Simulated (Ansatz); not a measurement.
# Ba3Ti4O11: the cost of one run

Method: DFT PBEsol, scalar-relativistic, plane waves, PAW, in Ansatz 0.2.0.

3 further runs of the same task are left out: 3 set aside as unsound or not needed. Runs told in other sessions of the task aren't counted.

### 1 Starting point

Symmetry: Pm-3m, No. 221, cubic system. Conventional cell: a = 3.970 Å, b = 3.970 Å, c = 3.970 Å, α = 90.00°, β = 90.00°, γ = 90.00°. Ba (site symmetry m-3m) is surrounded by 12 O at 2.81 Å. Around Ti (site symmetry m-3m) lie 6 O at 1.98 Å. O (site symmetry 4/mmm) has 2 Ti at 1.98 Å and 4 Ba at 2.81 Å in its first shell of neighbours.

Structure file:

```
CELL_PARAMETERS angstrom
3.96986 0.00000 0.00000
0.00000 3.96986 0.00000
0.00000 0.00000 3.96989
ATOMIC_POSITIONS crystal
Ba 0.00000 0.00000 0.00000
Ti 0.50000 0.50000 0.50000
O 0.50000 0.50000 0.00000
O 0.50000 0.00000 0.50000
O 0.00000 0.50000 0.50000
```

It is the result of an earlier relaxation at this level (volume 12.51 Å³/atom; gap on the mesh: 1.82 eV).

Bulk energy on matching settings, from an earlier run: -2005.4925 eV/atom.

### 2 The (100) slab

Miller indices refer to the conventional cell of the relaxed bulk, Pm-3m (No. 221): a = 3.970 Å, b = 3.970 Å, c = 3.970 Å, α = 90.00°, β = 90.00°, γ = 90.00°.

The slab is a (100) slab, 11.9 Å thick as cut, with 15 Å of vacuum; its outer planes are TiO2 (top) and TiO2 (bottom).

The slab as cut. Layers, bottom to top:

| plane | atoms per cell | height over the lowest (Å) |
| --- | --- | --- |
| 1 | TiO2 | 0.00 |
| 2 | BaO | 1.98 |
| 3 | TiO2 | 3.97 |
| 4 | BaO | 5.95 |
| 5 | TiO2 | 7.94 |
| 6 | BaO | 9.92 |
| 7 | TiO2 | 11.91 |

### 3 Single point on the unrelaxed (100) slab

The cell repeats along c, and a dipole correction in the vacuum removes the field between the copies.

input.yaml reads:

```yaml
crystal:
  lattice:
    - [3.9698624757, 0.0, 0.0]
    - [0.0, 3.9698883018, 0.0]
    - [0.0, 0.0, 26.9095874271]
  atoms:
    - { symbol: Ti, position: [0.5, 0.5, 0.2787110735] }
    - { symbol: O, position: [0.5, 0.0, 0.2787110735] }
    - { symbol: O, position: [0.0, 0.5, 0.2787110735] }
    - { symbol: Ba, position: [0.0, 0.0, 0.352474049] }
    - { symbol: O, position: [0.5, 0.5, 0.352474049] }
    - { symbol: Ti, position: [0.5, 0.5, 0.4262370245] }
    - { symbol: O, position: [0.5, 0.0, 0.4262370245] }
    - { symbol: O, position: [0.0, 0.5, 0.4262370245] }
    - { symbol: Ba, position: [0.0, 0.0, 0.5] }
    - { symbol: O, position: [0.5, 0.5, 0.5] }
    - { symbol: Ti, position: [0.5, 0.5, 0.5737629755] }
    - { symbol: O, position: [0.5, 0.0, 0.5737629755] }
    - { symbol: O, position: [0.0, 0.5, 0.5737629755] }
    - { symbol: Ba, position: [0.0, 0.0, 0.647525951] }
    - { symbol: O, position: [0.5, 0.5, 0.647525951] }
    - { symbol: Ti, position: [0.5, 0.5, 0.7212889265] }
    - { symbol: O, position: [0.5, 0.0, 0.7212889265] }
    - { symbol: O, position: [0.0, 0.5, 0.7212889265] }
basis:
  ecutwfc: 420
kpoints:
  mp_grid: { grid: [7, 7, 1] }
hamiltonian:
  xc: pbesol
scf:
  occupations: { method: gaussian, width: 0.05 }
output:
  forces: true
  stress: true
  eigenvalues: true
  write_density: true
  write_potential: true
  elf: true
  volumetric_format: npy
efield:
  axis: 3
  dipole_correction: true
  ramp_width: 0.04
```

On the command line:

```
ansatz run input.yaml --threads 2 --pin off --max-ram 5120MiB --backend cpu --events-out ev --progress --plain --runs-dir out
```

What time and memory should one allow on 2 threads of AMD EPYC 9R45 (Zen 5), shared host?

About 19 s, with a peak of 1 GiB.
